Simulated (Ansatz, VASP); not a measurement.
# CdS: VASP beside Ansatz

```
Cd S
1.0
     0.00000    2.63493    2.63493
     2.63493    0.00000    2.63493
     2.63493    2.63493    0.00000
Cd S
1 1
Direct
  0.00000 0.00000 0.00000
  0.50000 0.50000 0.50000
```

Alike in both runs: functional LDA; k mesh 16 × 16 × 16; occupations fermi-dirac, width 0.08 eV; no spin polarisation.

Ansatz relaxed the structure, and its values are those at the end. VASP's run is a single point on that final structure, the one shown.

|  | VASP | Ansatz |
| --- | --- | --- |
| version | VASP 6.6.1 | Ansatz 0.2.0 |
| potentials or method | VASP PAW LDA potentials, release 64 (Cd, S) | PAW with Ansatz's default frozen-core files, scalar-relativistic |
| plane-wave cutoff (eV) | 520 | 420 |
| valence electrons in the cell | 18 | 26 |

```csv
,VASP,Ansatz,Ansatz less VASP
pressure (GPa),4.9,4.0,-0.90
```

The two sets of potentials don't hold the same shells in valence.
